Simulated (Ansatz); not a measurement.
## Kick test of a cell of Al4Co

The structure comes from a generated guess, relaxed at this level; another structure or a mixture of phases may lie lower.

All numbers below come from DFT PBE, scalar-relativistic, plane waves, PAW (Ansatz). Settings: cutoff 420 eV, Γ-centred mesh 8×8×8 on the computed 5-atom cell, Gaussian smearing of 0.10 eV; no spin polarisation.

The cell below (5 atoms, space group Pm-3m (No. 221)) is relaxed within its symmetry.

```yaml
crystal:
  lattice:
    - [4.50656, 0.00000, 0.00000]
    - [0.00000, 4.50656, 0.00000]
    - [0.00000, 0.00000, 4.50656]
  atoms:
    - { symbol: Al, position: [0.50000, 0.00000, 0.00000] }
    - { symbol: Al, position: [0.00000, 0.50000, 0.00000] }
    - { symbol: Al, position: [0.00000, 0.00000, 0.50000] }
    - { symbol: Al, position: [0.50000, 0.50000, 0.50000] }
    - { symbol: Co, position: [0.00000, 0.00000, 0.00000] }
```

For the test a repeat of it with 10 atoms (edges 4.51, 4.51, 9.01 Å) was strained at random (σ = 1.5 % a component), the atoms were moved at random (σ = 0.10 Å), and all was relaxed again on a coarse 6×6×4 mesh (in the run’s order of axes) with 0.20 eV smearing, with no symmetry imposed.

Trial moments died out on the coarse mesh, so the last step has no spin; another magnetic start might hold.

Task: What happens?

Result: It doesn't return. The energy falls by 156 meV/atom on that mesh, the volume changes by -6.9 %, and the end has space group R3m (No. 160) at a loose tolerance. Relaxed again on a 10×10×10 mesh with 0.10 eV smearing, the new structure lies 155 meV/atom below the first (mesh in the axes of the run's cell; the cell below is made exact in the group named). Space group R3m (No. 160), trigonal, a = 6.799 Å, c = 6.391 Å. Al on a site of symmetry m is surrounded by 2 Co at 2.31–2.34 Å; Al on a site of symmetry 3m is surrounded by 1 Co at 2.33 Å; around Co lie 7 Al at 2.31–2.34 Å.

```cif
data_structure
_symmetry_space_group_name_H-M 'P 1'
_symmetry_Int_Tables_number 1
_cell_length_a 4.4663
_cell_length_b 4.4663
_cell_length_c 4.4663
_cell_angle_alpha 99.132
_cell_angle_beta 99.132
_cell_angle_gamma 99.132
_cell_volume 85.29
loop_
_atom_site_label
_atom_site_type_symbol
_atom_site_fract_x
_atom_site_fract_y
_atom_site_fract_z
_atom_site_occupancy
Al1 Al 0.45927 0.03300 0.03300 1
Al2 Al 0.03300 0.03300 0.45927 1
Al3 Al 0.03300 0.45927 0.03300 1
Al4 Al 0.55441 0.55441 0.55441 1
Co1 Co 0.91924 0.91924 0.91924 1
```
